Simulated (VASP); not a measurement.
In3P2, 5 atoms in the cell. The typed cell holds 5 atoms: a = 5.373 Å, b = 4.157 Å, c = 6.157 Å, α = 70.21°, β = 90.64°, γ = 90.18°. The cell was built by a generator and needn't be a form met in nature. The cell isn't the ideal one: random cell without symmetry.

| Item | Value |
| --- | --- |
| Program | VASP 6.6.1 |
| Task | single point |
| Functional | PBE |
| Potentials or basis | VASP PAW PBE potentials, release 64 (In_d, P) |
| Cutoff | 520 eV |
| k mesh | 4 × 4 × 4 |
| Occupations | gaussian, width 0.1 eV |
| Spin | no spin polarisation |
| Dipole correction | no |
| Further INCAR settings | ALGO = Fast; EDIFF = 1e-06; NBANDS = 32 |

Potentials or basis: VASP PAW PBE potentials, release 64 (In_d, P).

Launch:

```console
$ cat potpaw_PBE.64/In_d/POTCAR potpaw_PBE.64/P/POTCAR > POTCAR
$ mpirun -np 1 vasp_std > vasp.out
```

Hardware: 1 thread of AMD EPYC 9R45 96-Core Processor (Zen 5), on a shared host.

Question: How long does it take, and how much memory?

Answer: Run time: 80 s on 1 thread of AMD EPYC 9R45 96-Core Processor (Zen 5), with other jobs on the host, peak memory 0.27 GiB. Counts: scf iterations 15, k points 36.
